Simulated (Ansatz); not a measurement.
Crystal: TiC.

```
CELL_PARAMETERS angstrom
0.00000 2.16572 2.16572
2.16572 0.00000 2.16572
2.16572 2.16572 0.00000
ATOMIC_POSITIONS crystal
Ti 0.00000 0.00000 0.00000
C 0.50000 0.50000 0.50000
```

The cell is a database's computed one.

Base run:

* Program: Ansatz 0.2.0
* Functional: PBEsol
* Potentials or basis: Ansatz PAW
* Cutoff: 420 eV (not typed: the program's choice for these potentials)
* k mesh: 11 × 11 × 11
* Occupations: fermi-dirac, width 0.05 eV
* Spin: no spin polarisation
* Hubbard terms: Ti d U = 5 eV

Its results: band gap on the k mesh none (metal or under the smearing width); pressure 2.1 GPa.

Q: The run is repeated on the same cell with these changes: hubbard terms from Ti d U = 5 eV to Ti d U = 2 eV. What comes out?

A: Band gap on the k mesh none (metal or under the smearing width); pressure -3.7 GPa.

Caveats: U without spin polarisation on a metal has little footing; the PAW data sets come from PBE, with cores solved anew for the run's functional, which leaves a small shift of forces and pressure; the U is typed as a test and isn't derived for this compound.
